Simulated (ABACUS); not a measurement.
Runs of ABACUS 3.10.1 on TiSi. The structure is orthorhombic, space group Cmmm (No. 65). Conventional cell: a = 3.632 Å, b = 4.235 Å, c = 3.804 Å, α = 90.00°, β = 90.00°, γ = 90.00°. Ti (site symmetry mmm) has 8 Si at 2.63 to 2.85 Å and 4 Ti at 2.79 Å as nearest neighbours. Si (site symmetry mmm) is surrounded by 8 Ti at 2.63 to 2.85 Å and 4 Si at 2.79 Å. The cell comes from a database or a generator and needn't be the stable form of this composition.

```tsv
level	gap on the mesh (eV)	pressure (GPa)
PBEsol	none	(b)
SCAN	none	1.1
r2SCAN	none	0.2
LDA	none	(a)
AM05	none	-2.0
BLYP	none	6.9
```

Alike in all rows: task single point; potentials or basis SG15 ONCV 1.2 PBE, DZP LCAO (the cutoffs set its grid); no spin polarisation; cell as given; k mesh 10 × 10 × 7; cutoff (eV) 1361; smearing fermi-dirac 0.05 eV.

Estimate the missing entries.

(a) -3.8; (b) -1.4.

Caveats: the atomic orbitals were generated for these runs and aren't a published set; the potentials were made for another functional, which shifts forces and pressure; the basis of atomic orbitals isn't converged, which shifts pressures, moduli and gaps.

A gap of «none» marks a metal or a gap under the smearing width.

Runs at the PBE level aren't shown here.
